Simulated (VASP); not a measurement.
**Sn under changes of volume**

One of the cells (34.479 Å³/atom); the others are scaled copies at fixed shape and fractional positions:

```xyz
2
Lattice="0.0000 3.2548 3.2548 3.2548 0.0000 3.2548 3.2548 3.2548 0.0000" Properties=species:S:1:pos:R:3 pbc="T T T"
Sn    4.8821    4.8821    4.8821
Sn    3.2548    3.2548    3.2548
```

This isn't the form of Sn at room conditions, which is tetragonal (white tin).

```yaml
Program: VASP 6.6.1
Functional: PBEsol
Potentials_or_basis: VASP PAW PBE potentials, release 64 (Sn_d)
Cutoff: 520 eV
k_mesh: 7 × 7 × 7
Occupations: fermi-dirac, width 0.05 eV
Spin: no spin polarisation
```

```csv
volume (Å³/atom),energy over the lowest point (meV/atom),pressure (GPa)
31.775,45.33,5.0
32.451,?,?
33.127,13.63,2.5
34.479,0.68,0.6
35.155,0.00,-0.3
35.831,2.58,-1.0
```

Task: What does the run at 32.451 Å³/atom give?

Result: Energy over the lowest point 26.87 meV/atom; pressure 3.7 GPa.

Worked out: A Birch-Murnaghan fit of order 3 (a polynomial in V^(-2/3)) to the other rows has its minimum at 34.95 Å³/atom with B0 = V·E''(V) = 42 GPa and B' = 5.1. It gives 26.85 meV/atom at 32.451 Å³/atom, against the run's 26.87, and -dE/dV = 3.7 GPa, against 3.7.

Energies are extrapolated to zero smearing.

Caveats: the PAW data sets were made with another functional, which shifts forces and pressure a little.
